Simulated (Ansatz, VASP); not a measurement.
CdSe in VASP and in Ansatz

```
Cd Se
1.0
     0.00000    3.07027    3.07027
     3.07027    0.00000    3.07027
     3.07027    3.07027    0.00000
Cd Se
1 1
Direct
  0.00000 0.00000 0.00000
  0.75000 0.75000 0.75000
```

Alike in both runs: task single point; functional PBE; k mesh 10 × 10 × 10; occupations gaussian, width 0.02 eV; no spin polarisation.

|  | VASP | Ansatz |
| --- | --- | --- |
| version | VASP 6.6.1 | Ansatz 0.2.0 |
| potentials or method | VASP PAW PBE potentials, release 64 (Cd, Se) | scalar-relativistic, plane waves, PAW |
| plane-wave cutoff (eV) | 520 | 420 |
| valence electrons in the cell | 18 | 36 |

|  | VASP | Ansatz | Ansatz less VASP |
| --- | --- | --- | --- |
| gap on the k mesh at the Fermi level (eV) | 0.55 | 0.55 | +0.001 |
| least direct gap on the mesh (eV) | 0.55 | 0.55 | +0.001 |
| pressure (GPa) | 1.6 | 1.3 | -0.29 |

The two sets of potentials don't hold the same shells in valence.
